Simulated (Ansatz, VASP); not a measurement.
# Two plane-wave programs on GaP

```
Ga P
1.0
     0.00000    2.79268    2.79268
     2.79268    0.00000    2.79268
     2.79268    2.79268    0.00000
Ga P
1 1
Direct
  0.00000 0.00000 0.00000
  0.25000 0.25000 0.25000
```

Alike in both runs: functional PBE; k mesh 8 × 8 × 8; occupations gaussian, width 0.02 eV; no spin polarisation.

Ansatz relaxed the structure, and its values are those at the end. VASP's run is a single point on that final structure, the one shown.

|  | VASP | Ansatz |
| --- | --- | --- |
| version | VASP 6.6.1 | Ansatz 0.2.0 |
| potentials or method | VASP PAW PBE potentials, release 64 (Ga_d, P) | scalar-relativistic, plane waves, PAW |
| plane-wave cutoff (eV) | 520 | 420 |
| valence electrons in the cell | 18 | 18 |

|  | VASP | Ansatz | Ansatz less VASP |
| --- | --- | --- | --- |
| gap on the k mesh at the Fermi level (eV) | 1.23 | 1.23 | +0.004 |
| least direct gap on the mesh (eV) | 1.23 | 1.23 | +0.004 |
| pressure (GPa) | -3.0 | -3.0 | +0.05 |

With one functional, cell and mesh, what is left measures potentials, basis and numerics.

A k mesh can miss the band edges. PBE gaps usually lie below the measured ones, often by a third to a half.
